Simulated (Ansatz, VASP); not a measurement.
Two plane-wave programs on Ga

```
Ga
1.0
     2.21789   -3.74191    0.00000
     2.21789    3.74191    0.00000
     0.00000    0.00000    4.42496
Ga
4
Direct
  0.84436 0.15564 0.08594
  0.65564 0.34436 0.58594
  0.15564 0.84436 0.91406
  0.34436 0.65564 0.41406
```

Alike in both runs: task single point; functional LDA; k mesh 4 × 4 × 4; occupations fermi-dirac, width 0.1 eV; no spin polarisation.

|  | VASP | Ansatz |
| --- | --- | --- |
| version | VASP 6.6.1 | Ansatz 0.2.0 |
| potentials or method | VASP PAW LDA potentials, release 64 (Ga_d) | plane waves (420 eV) with PAW, scalar-relativistic |
| plane-wave cutoff (eV) | 520 | 420 |
| valence electrons in the cell | 52 | 52 |

|  | VASP | Ansatz | Ansatz less VASP |
| --- | --- | --- | --- |
| pressure (GPa) | 0.1 | -0.1 | -0.21 |
| largest component of the traceless stress (GPa) | 1.49 | 1.51 | +0.025 |

Ansatz warned: «pseudo_functional_mismatch».

Caveats: the k mesh is coarse (spacing up to 0.41 Å⁻¹), so the values aren't converged.
